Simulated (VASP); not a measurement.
# Mg (I4/mmm) in VASP: a series of runs

The runs below take Mg through relaxation of cell and atoms, with AM05, PW91.

Everything below comes from runs of VASP 6.6.1. Logs are shortened: lines on timing, memory, paths and dates and some standing lists are left out, and cuts for length are marked.

## 1. The structure

The structure is tetragonal, space group I4/mmm (No. 139). The conventional cell has a = 3.672 Å, b = 3.672 Å, c = 3.359 Å, α = 90.00°, β = 90.00°, γ = 90.00°. Mg (site symmetry 4/mmm) has 10 Mg at 3.09 to 3.36 Å as nearest neighbours.

This isn't the form of Mg at room conditions, which is hcp.

## 2. Relaxation of cell and atoms, AM05

INCAR reads:

```
PREC = Accurate
ENCUT = 600
EDIFF = 1E-6
ISMEAR = -1
SIGMA = 0.05
LREAL = False
LASPH = True
NELM = 80
ALGO = Normal
ISIF = 3
LWAVE = False
LCHARG = False
GGA = AM
IBRION = 2
NSW = 60
EDIFFG = -0.01
```

KPOINTS reads:

```
Automatic mesh
0
Gamma
  11 11 11
```

POSCAR reads:

```
Mg
1.0
   -1.8359916300      1.8359916300      1.6794040200
    1.8359916300     -1.8359916300      1.6794040200
    1.8359916300      1.8359916300     -1.6794040200
Mg
1
Direct
    0.0000000000      0.0000000000      0.0000000000
```

Potentials or basis: VASP PAW PBE potentials, release 64 (Mg).

Command:

```bash
$ cat potpaw_PBE.64/Mg/POTCAR > POTCAR
$ mpirun -np 1 vasp_std > vasp.out
```

OUTCAR:

```text
PREC = Accurate
   ENCUT = 600
   EDIFF = 1E-6
   ISMEAR = -1
   LREAL = False
   LASPH = True
   NELM = 80
   ISIF = 3
   GGA = AM
   IBRION = 2
   NSW = 60
   EDIFFG = -0.01

 ion  position               nearest neighbor table
   1  0.000  0.000  0.000-

  LATTYP: Found a body centered tetragonal cell.
 ALAT       =     3.6719832600
 C/A-ratio  =     0.9147122419

  Lattice vectors:

 A1 = (  -1.8359916300,   1.8359916300,   1.6794040200)
 A2 = (   1.8359916300,  -1.8359916300,   1.6794040200)
 A3 = (   1.8359916300,   1.8359916300,  -1.6794040200)

Analysis of symmetry for initial positions (statically):
=====================================================================
 Subroutine PRICEL returns:
 Original cell was already a primitive cell.

 Routine SETGRP: Setting up the symmetry group for a
 body centered tetragonal supercell.

 Subroutine GETGRP returns: Found 16 space group operations
 (whereof 16 operations were pure point group operations)
 out of a pool of 16 trial point group operations.

The static configuration has the point symmetry D_4h.

Analysis of symmetry for dynamics (positions and initial velocities):
=====================================================================
 Subroutine PRICEL returns:
 Original cell was already a primitive cell.

 Routine SETGRP: Setting up the symmetry group for a
 body centered tetragonal supercell.

 Subroutine GETGRP returns: Found 16 space group operations
 (whereof 16 operations were pure point group operations)
 out of a pool of 16 trial point group operations.

The dynamic configuration has the point symmetry D_4h.

 Subroutine INISYM returns: Found 16 space group operations
 (whereof 16 operations are pure point group operations),
 and found     1 'primitive' translations

----------------------------------------------------------------------------------------

                                     Primitive cell

  volume of cell :      22.6442

  direct lattice vectors                    reciprocal lattice vectors
    -1.835991630  1.835991630  1.679404020     0.000000000  0.272332396  0.297724665
     1.835991630 -1.835991630  1.679404020     0.272332396  0.000000000  0.297724665
     1.835991630  1.835991630 -1.679404020     0.272332396  0.272332396  0.000000000

  length of vectors
     3.092269133  3.092269133  3.092269133     0.403490905  0.403490905  0.385136168

[... 100 lines left out ...]
  Fermi-wavevector in a.u.,A,eV,Ry     =   0.729065  1.377732  7.231974  0.531535
  Thomas-Fermi vector in A             =   1.820694
   LORBIT       =      0    0 simple, 1 ext, 2 COOP (PROOUT), +10 PAW based schemes
   GGA     = AM    functional components
   LHFCALC =     F    Hartree Fock is set to
   AEXX    =    0.0000 exact exchange contribution
   IVDW    =     0    specifies the selected vdW correction
   LEPSILON=     F    determine dielectric tensor
   LRPA    =     F    only Hartree local field effects (RPA)
 conjugate gradient relaxation of ions
 non-spin polarized calculation
  energy-cutoff  :      600.00
  volume of cell :       22.64
 maximum number of plane-waves:       782
 NGX is ok and might be reduce to    28
   NGX = 13   NGY = 13   NGZ = 13

--------------------------------------- Ionic step        1  -------------------------------------------

 number of electron       2.0000000 magnetization

 Free energy of the ion-electron system (eV)
  ---------------------------------------------------
  ext. energy  EPLUGINS =         0.00000000
  ---------------------------------------------------
  free energy    TOTEN  =        -1.60870743 eV

  energy without entropy =       -1.60510240  energy(sigma->0) =       -1.60690491

------------------------ aborting loop because EDIFF is reached ----------------------------------------

  FORCE on cell =-STRESS in cart. coord.  units (eV):
  Direction    XX          YY          ZZ          XY          YZ          ZX
  --------------------------------------------------------------------------------------
  -------------------------------------------------------------------------------------
  Total       -0.0375802     -0.0375802      0.0502961      0.0000000      0.0000000      0.0000000
  in kB       -2.6589704     -2.6589704      3.5586752      0.0000000      0.0000000      0.0000000
  external PRESSURE =      -0.5864219 kB  Pullay stress =       0.0000000 kB
[... 86 lines left out ...]
  FREE ENERGIE OF THE ION-ELECTRON SYSTEM (eV)
  ---------------------------------------------------
  free  energy   TOTEN  =        -1.6099668858 eV

  energy  without entropy=       -1.6068173489  energy(sigma->0) =       -1.60839212

[... ionic steps 4 to 10 ...]

--------------------------------------- Ionic step       11  -------------------------------------------

 number of electron       2.0000000 magnetization

------------------------ aborting loop because EDIFF is reached ----------------------------------------
[... 65 lines left out ...]
--------------------------------------- Ionic step       13  -------------------------------------------

 number of electron       2.0000000 magnetization

 Free energy of the ion-electron system (eV)
  ---------------------------------------------------
  ext. energy  EPLUGINS =         0.00000000
  ---------------------------------------------------
  free energy    TOTEN  =        -1.61317711 eV

  energy without entropy =       -1.61065931  energy(sigma->0) =       -1.61191821

 E-fermi :   2.7630     XC(G=0):  -8.5771

 val. band max:        2.7321997373   @ k =   0.3636   0.1818   0.0909
 cond. band min:       2.8457656222   @ k =  -0.4545   0.4545   0.0909
 fundamental gap:      0.1135658848
 Fermi energy:         2.7630485452

 k-point     1 :       0.0000    0.0000    0.0000
  band No.  band energies     occupation
      1      -4.2790      2.00000
      2      15.9063      0.00000
      3      15.9160      0.00000
      4      15.9160      0.00000
      5      17.9150      0.00000
[... 177 lines left out ...]
 k-point    24 :      -0.1818    0.1818    0.0000
  band No.  band energies     occupation
      1      -3.4934      2.00000
      2      10.7099      0.00000
      3      13.7050      0.00000
      4      14.0616      0.00000
      5      15.1785      0.00000

 [... further k-points ...]
[... 5 lines left out ...]
  --------------------------------------------------------------------------------------
  -------------------------------------------------------------------------------------
  Total        0.0001867      0.0001867      0.0011542      0.0000000      0.0000000      0.0000000
  in kB        0.0133134      0.0133134      0.0823101      0.0000000      0.0000000      0.0000000
  external PRESSURE =       0.0363123 kB  Pullay stress =       0.0000000 kB
[... 16 lines left out ...]
  FREE ENERGIE OF THE ION-ELECTRON SYSTEM (eV)
  ---------------------------------------------------
  free  energy   TOTEN  =        -1.6131771127 eV

  energy  without entropy=       -1.6106593149  energy(sigma->0) =       -1.61191821

 reached required accuracy - stopping structural energy minimisation
```

CONTCAR:

```text
Mg
   1.00000000000000
    -1.7778684296803817    1.7778684296803817    1.7770235249077051
     1.7778684296803817   -1.7778684296803817    1.7770235249077051
     1.7778684296803817    1.7778684296803817   -1.7770235249077051
  Mg
     1
Direct
     0.0000000000000000    0.0000000000000000    0.0000000000000000

  0.00000000E+00  0.00000000E+00  0.00000000E+00
```

Run time: 55 s. Hardware: 1 thread of Intel Xeon 6975P-C (Granite Rapids), shared host; peak memory 0.17 GiB.

Results:

```
Free energy                            : -1.6132 eV
Relaxed volume                         : 22.47 Å³/atom
Relaxed cell                           : a = 3.079 Å, b = 3.079 Å, c = 3.079 Å, α = 109.46°, β = 109.46°, γ = 109.50°
Space group after relaxing (to 0.05 Å) : Im-3m (No. 229)
Energy gained by relaxing              : 4.5 meV/atom
Ionic steps                            : 13
Pressure after relaxing                : 0.0 GPa
Band gap on the k mesh                 : none (metal or under the smearing width)
```

The path:
```csv
step,energy change (eV),largest force (eV/Å),pressure (GPa),volume (Å³)
1,0.0000,0.0000,-0.06,22.64
2,-0.0003,0.0000,-0.03,22.62
3,-0.0013,0.0000,0.05,22.53
4,-0.0028,0.0000,0.26,22.36
5,-0.0032,0.0000,0.86,21.99
6,-0.0037,0.0000,0.56,22.16
7,-0.0039,0.0000,0.49,22.19
8,-0.0043,0.0000,0.28,22.31
9,-0.0041,0.0000,-0.10,22.53
10,-0.0044,0.0000,0.14,22.39
11,-0.0044,0.0000,0.15,22.38
12,-0.0044,0.0000,0.12,22.40
13,-0.0045,0.0000,0.00,22.47
```

Final structure:
```
CELL_PARAMETERS angstrom
-1.77787 1.77787 1.77702
1.77787 -1.77787 1.77702
1.77787 1.77787 -1.77702
ATOMIC_POSITIONS crystal
Mg 0.00000 0.00000 0.00000
```

Levels at points of the mesh, in eV from the Fermi level:
| k point | band 1 | band 2 | band 3 | band 4 |
| --- | --- | --- | --- | --- |
| (0.00, 0.00, 0.00) | -7.04 | 13.14 | 13.15 | 13.15 |

Caveat: the PAW data sets were made with another functional, which shifts forces and pressure a little.

## 3. Relaxation of cell and atoms, PW91

INCAR, as its differences from that of step 2:

```diff
@@ -12,3 +12,3 @@
 LCHARG = False
-GGA = AM
+GGA = 91
 IBRION = 2
```

KPOINTS is that of step 2.

POSCAR is that of step 2.

Potentials or basis: VASP PAW PBE potentials, release 64 (Mg).

Command:

```bash
$ cat potpaw_PBE.64/Mg/POTCAR > POTCAR
$ mpirun -np 1 vasp_std > vasp.out
```

It took 40 s on 1 thread of Intel Xeon 6975P-C (Granite Rapids), shared host; peak memory 0.17 GiB.

Results (log left out):

```
Free energy                            : -1.4534 eV
Relaxed volume                         : 22.73 Å³/atom
Relaxed cell                           : a = 3.091 Å, b = 3.091 Å, c = 3.091 Å, α = 109.45°, β = 109.45°, γ = 109.52°
Space group after relaxing (to 0.05 Å) : Im-3m (No. 229)
Energy gained by relaxing              : 3.0 meV/atom
Ionic steps                            : 12
Pressure after relaxing                : 0.0 GPa
Band gap on the k mesh                 : none (metal or under the smearing width)
```

Step by step:
| step | energy change (eV) | largest force (eV/Å) | pressure (GPa) | volume (Å³) |
| --- | --- | --- | --- | --- |
| 1 | 0.0000 | 0.0000 | 0.42 | 22.64 |
| 2 | -0.0004 | 0.0000 | 0.10 | 22.84 |
| 3 | -0.0004 | 0.0000 | -0.06 | 22.94 |
| 4 | -0.0004 | 0.0000 | -0.04 | 22.93 |
| 5 | -0.0005 | 0.0000 | -0.05 | 22.93 |
| 6 | -0.0007 | 0.0000 | -0.08 | 22.92 |
| 7 | -0.0013 | 0.0000 | -0.12 | 22.91 |
| 8 | -0.0022 | 0.0000 | -0.15 | 22.87 |
| 9 | -0.0029 | 0.0000 | -0.06 | 22.77 |
| 10 | -0.0030 | 0.0000 | -0.11 | 22.80 |
| 11 | -0.0021 | 0.0000 | 0.70 | 22.31 |
| 12 | -0.0030 | 0.0000 | 0.00 | 22.73 |

Final structure:
```yaml
crystal:
  lattice:
    - [-1.78498, 1.78498, 1.78353]
    - [1.78498, -1.78498, 1.78353]
    - [1.78498, 1.78498, -1.78353]
  atoms:
    - { symbol: Mg, position: [0.00000, 0.00000, 0.00000] }
```

Levels at points of the mesh, in eV from the Fermi level:
```csv
k point,band 1,band 2,band 3,band 4
"(0.00, 0.00, 0.00)",-6.98,13.08,13.10,13.10
```

Caveat: the PAW data sets were made with another functional, which shifts forces and pressure a little.

## 4. For comparison

An earlier run on the cell as given: functional PBE; potentials or basis VASP PAW PBE potentials, release 64 (Mg); cutoff 520 eV; k mesh 11 × 11 × 11; occupations fermi-dirac, width 0.05 eV; no spin polarisation.

- Pressure: 0.4 GPa
- Band gap on the k mesh: none (metal or under the smearing width)

## 5. The runs side by side

```csv
task,level,cell,cutoff (eV),gap on the mesh (eV),pressure (GPa),relaxed volume (Å³/atom)
relaxation of cell and atoms,AM05,relaxed,600,none,0.0,22.47
relaxation of cell and atoms,PW91,relaxed,600,none,0.0,22.73
single point,PBE,as given,520,none,0.4,-
```

Alike in all rows: potentials or basis VASP PAW PBE potentials, release 64 (Mg); no spin polarisation; k mesh 11 × 11 × 11; smearing fermi-dirac 0.05 eV.

Caveats: the PAW data sets were made with another functional, which shifts forces and pressure a little (some runs).

Absolute energies hang on the potentials; compare differences alone.
